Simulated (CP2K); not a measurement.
The system is Nb.

```xyz
1
Lattice="2.7196 0.0000 0.0000 0.0000 2.7196 0.0000 0.0000 0.0000 2.7196" Properties=species:S:1:pos:R:3 pbc="T T T"
Nb    1.3598    1.3598    1.3598
```

The cell was built by a generator and needn't be a form met in nature.

Program: CP2K 2026.2. Alike in all runs: no spin polarisation; cell as given; k mesh 10 × 10 × 10.

Task: Order these runs on this cell by their pressure, lowest first.
A. level BLYP+D3; potentials or basis GTH_POTENTIALS Nb GTH-PBE-q13; TZVP-MOLOPT-PBE-GTH basis; smearing fermi-dirac 0.05 eV; EPS_DEFAULT 1.0E-9; NGRIDS 5; potentials Nb GTH-PBE-q13 of GTH_POTENTIALS
B. level BLYP+D3(BJ)+ATM; potentials or basis GTH_POTENTIALS Nb GTH-PBE-q13; TZVP-MOLOPT-PBE-GTH basis; smearing fermi-dirac 0.05 eV; EPS_DEFAULT 1.0E-9; NGRIDS 5; potentials Nb GTH-PBE-q13 of GTH_POTENTIALS
C. level BLYP; potentials or basis GTH_POTENTIALS Nb GTH-PBE-q13; TZVP-MOLOPT-PBE-GTH basis; smearing fermi-dirac 0.05 eV; EPS_DEFAULT 1.0E-9; NGRIDS 5; potentials Nb GTH-PBE-q13 of GTH_POTENTIALS
D. level PBEsol; potentials or basis POTENTIAL_UZH Nb GTH-PBE-q13; TZVP-MOLOPT-PBE-GTH basis; smearing fermi-dirac 0.1 eV; EPS_DEFAULT 1.0E-9; NGRIDS 5; potentials Nb GTH-PBE-q13 of POTENTIAL_UZH; points a segment of the path (NPOINTS) 10; bands added on the path 6
E. level LDA; potentials or basis GTH_POTENTIALS Nb GTH-PADE-q13; TZVP-MOLOPT-PBE-GTH basis; smearing fermi-dirac 0.0259 eV; EPS_DEFAULT 1.0E-10; NGRIDS 4; potentials Nb GTH-PADE-q13 of GTH_POTENTIALS; points a segment of the path (NPOINTS) 8; bands added on the path 2

Result: E (-7.2 GPa), B (-5.4 GPa), D (-3.2 GPa), A (0.8 GPa), C (6.5 GPa).

Caveats: the basis of atomic orbitals isn't converged, which shifts pressures, moduli and gaps; the potentials were made for another functional, which shifts forces and pressure (some runs); pairwise dispersion overbinds metals, which lowers pressure and volume (some runs).

Not every run made on this cell is shown here.
